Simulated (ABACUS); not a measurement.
**Sc under changes of volume**

One of the cells (25.253 Å³/atom); the others are scaled copies at fixed shape and fractional positions:

```
Sc
1.0
     5.42268    0.00000    0.00000
     0.00000    5.42268    0.00000
     0.00000    0.00000    3.43521
Sc
4
Direct
  0.00000 0.50000 0.46734
  0.50000 0.00000 0.53266
  0.00000 0.00000 0.00000
  0.50000 0.50000 0.00000
```

This isn't the form of Sc at room conditions, which is hcp.

```yaml
Program: ABACUS 3.10.1
Functional: PBE
Potentials_or_basis: PseudoDojo NC SR 0.4.1 PBE standard
Cutoff: 1075 eV
Density_cutoff: 4299 eV
Basis: plane waves
k_mesh: 5 × 5 × 8
Occupations: fermi-dirac, width 0.05 eV
Spin: no spin polarisation
```

```tsv
volume (Å³/atom)	energy over the lowest point (meV/atom)	pressure (GPa)	largest force (eV/Å)
23.738	?	?	?
24.243	1.90	1.2	0.191
24.748	0.00	0.1	0.203
25.253	1.46	-0.9	0.213
25.758	6.00	-1.9	0.221
26.264	13.36	-2.7	0.228
26.769	23.33	-3.5	0.234
```

What does the run at 23.738 Å³/atom give?

Energy over the lowest point 7.49 meV/atom; pressure 2.4 GPa; largest force 0.177 eV/Å.

Worked out: A Birch-Murnaghan fit of order 3 (a polynomial in V^(-2/3)) to the other rows has its minimum at 24.77 Å³/atom with B0 = V·E''(V) = 52 GPa and B' = 3.2 at fixed shape and positions, which overstates the stiffness. It gives 7.44 meV/atom at 23.738 Å³/atom, against the run's 7.49, and -dE/dV = 2.4 GPa, against 2.4.

Energies are extrapolated to zero smearing.
